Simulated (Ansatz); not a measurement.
System: zinc-blende ZnTe. Method: HSE06 (plane waves, PAW; Ansatz, a quantum-chemistry and plane-wave program).

Numerical settings: plane-wave cutoff 460 eV, 8×8×8 k mesh, Fermi–Dirac smearing 0.01 eV, scalar-relativistic PAW data made under PBE.

Energies at three volumes about the minimum:

| V (Å³/atom) | E − E_lowest (meV/atom) |
|---|---|
| 28.297 | 2.69 |
| 28.901 | 0.00 |
| 29.748 | 2.57 |

### Question
Fit a parabola by hand: where is the minimum, what lattice constant follows, and what is the bulk modulus?

### Answer
Slopes: (0.00 − 2.69)/(28.901 − 28.297) = -4.454 and (2.57 − 0.00)/(29.748 − 28.901) = 3.034 meV/Å³. Curvature E″ = 2 × (3.034 − (-4.454))/(29.748 − 28.297) = 10.321 meV/Å⁶. From the middle of the first interval, the slope vanishes at V0 = 28.5990 − (-4.454)/10.321 = 29.031 Å³/atom. B = V0 E″ = 29.031 × 10.321 meV/Å³ × 0.1602 GPa per meV/Å³ = 48.0 GPa. With 8 atoms in the cube, a = (8 × 29.031)^(1/3) = 6.147 Å. The full Birch–Murnaghan fit to all volumes gives V0 = 29.014 Å³/atom and B0 = 47.6 GPa.

Measured, for comparison: bulk modulus 51 ± 3 GPa (room temperature, no zero-point or thermal correction; as tabulated in Determination of phase transition pressures of ZnTe under quasihydrostatic …); lattice constant a 6.104 Å (room temperature, no zero-point or thermal correction, our sources range from 6.089 to 6.104; as tabulated in Albrecht et al. (1997), arXiv:cond-mat/9706128). Computed (rounded) less measured: bulk modulus -7 %.
